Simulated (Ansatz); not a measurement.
# Point defect: N vacancy in AlN

Method: DFT PBE, scalar-relativistic, plane waves, PAW (Ansatz). (420 eV cutoff, 3×3×3 k-mesh, Gaussian smearing of 0.01 eV, collinear spin in charge 0, +2 alone)

Host crystal, relaxed:

```yaml
crystal:
  lattice:
    - [0.00000, 2.20159, 2.20159]
    - [2.20159, 0.00000, 2.20159]
    - [2.20159, 2.20159, 0.00000]
  atoms:
    - { symbol: Al, position: [0.00000, 0.00000, 0.00000] }
    - { symbol: N, position: [0.75000, 0.75000, 0.75000] }
```

Supercell of 8 atoms, rows in host cell vectors: -1 1 -1; -1 -1 1; -1 1 1. Atoms relax at the host's cell, keeping the symmetry that the supercell leaves at the site. The cell is small, so energies carry finite-size errors of tenths of an eV. The host's Kohn–Sham gap is 3.31 eV. Atoms are taken from and returned to the elements' standard states. Charged cells are corrected for image charges with the computed static dielectric tensor (mean 8.7) and aligned with the host's potential at far atoms (alignment terms reach 3.51 eV; the program doubts the alignment in some charges, where it is up to 3.51 eV). No band-filling term is added, and the Fermi level counts from the host's valence band top.

Defect: N vacancy at (0.750, 0.750, 0.750) of the host cell.

Problem. What is the formation energy of the neutral defect?

Solution. 5.00 eV.

Problem. Does the neutral defect carry a moment, and how do its surroundings relax?

Solution. It changes the cell's moment by 0.48 μB (a fraction, from partly filled bands). The nearest neighbours before are 4 Al at 1.91 Å; after relaxation the atoms near the site are 4 Al at 1.88 Å; the largest move is 0.03 Å.

Problem. Charges +2, +1, 0 were computed. Which is stable where in the gap?

Solution. Among the charges computed the stable one is +2 at the valence band top, changing to +1 at 0.68 eV, changing to 0 at 3.03 eV. In charge +2, 0 the cell has partly filled bands: a level of the defect may be part filled, the carrier may sit in the host's bands, or levels may cross between the k points, so transitions that involve it are doubtful. Without the alignment that the program doubts, the level (+2/+1) would lie at -1.46 eV, outside the gap, so these runs don't decide whether the defect changes charge there. Levels between neighbouring charges: (+2/+1) 0.68 eV, (+1/0) 3.03 eV.

Cost: 4 runs of about 0.4 core-minutes in all, on Arm Neoverse V1 (shared hosts).